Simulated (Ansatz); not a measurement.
# Ca: the cost of one run

Method: DFT PBE, scalar-relativistic, plane waves, PAW, in Ansatz 0.2.0.

## 1. The system as given

Symmetry: Immm, No. 71, orthorhombic system. Conventional cell: a = 4.193 Å, b = 4.203 Å, c = 4.891 Å, α = 90.00°, β = 90.00°, γ = 90.00°. Ca (site symmetry mmm) has 12 Ca at 3.85 to 4.20 Å as nearest neighbours.

Coordinates:

```xyz
1
Lattice="-2.0965 2.1017 2.4454 2.0965 -2.1017 2.4454 2.0965 2.1017 -2.4454" Properties=species:S:1:pos:R:3 pbc="T T T"
Ca    0.0000    0.0000    2.4454
```

The structure comes from the Materials Project (structure only).

## 2. Ground state at the listed geometry

input.yaml

```yaml
crystal:
  lattice:
    - [-2.09648746, 2.10173181, 2.44535246]
    - [2.09648746, -2.10173181, 2.44535246]
    - [2.09648746, 2.10173181, -2.44535246]
  atoms:
    - { symbol: Ca, position: [0.5, 0.5, 0.0] }
basis:
  ecutwfc: 420
  fft_grid_basis: typed
kpoints:
  mp_grid: { grid: [12, 12, 12] }
hamiltonian:
  xc: pbe
  pseudopotentials: { kind: paw }
scf:
  occupations: { method: gaussian, width: 0.05 }
output:
  forces: true
  stress: true
  eigenvalues: true
  bader: true
  write_density: true
  volumetric_format: npy
  elf: true
```

Started as:

```
$ ansatz run input.yaml --threads 1 --pin off --max-ram 2560MiB --backend cpu --events-out ev --progress --plain --runs-dir out
```

**Question.** How long does this run take on 1 thread of Arm Neoverse N1, shared host, and how much memory does it need?

About 16 s, with a peak of 0.37 GiB.
